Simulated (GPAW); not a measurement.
TePb, 2 atoms in the cell. Symmetry: Fm-3m, No. 225, cubic system. Conventional cell: a = 6.462 Å, b = 6.462 Å, c = 6.462 Å, α = 90.00°, β = 90.00°, γ = 90.00°. Pb (site symmetry m-3m) is surrounded by 6 Te at 3.23 Å. Around Te (site symmetry m-3m) lie 6 Pb at 3.23 Å. 

| Quantity | Value |
| --- | --- |
| Program | GPAW 26.7.0 |
| Task | equation of state |
| Functional | revPBE |
| Dispersion | D3 |
| Potentials or basis | the program's PAW data sets (release 1.2.1) made for this functional |
| Cutoff | 600 eV |
| Basis | pw |
| k mesh | 6 × 6 × 6 |
| Occupations | fermi-dirac, width 0.05 eV |
| Spin | no spin polarisation |
| Maxiter | 150 |
| Eos scales | [0.94, 0.96, 0.98, 1.0, 1.02, 1.04, 1.06] |

Potentials or basis: the program's PAW data sets (release 1.2.1) made for this functional, pw.

Launch:

```sh
$ OMP_NUM_THREADS=1 python run.py
```

Hardware: 1 thread of Intel(R) Xeon(R) Platinum 8488C (Sapphire Rapids), on a shared host.

Problem. Estimate the wall time of this run.

Solution. It took 80 s on 1 thread of Intel(R) Xeon(R) Platinum 8488C (Sapphire Rapids) (shared host), peak memory 0.29 GiB. Counts: scf iterations 63, plane waves 2200, bands 19, k points 16.
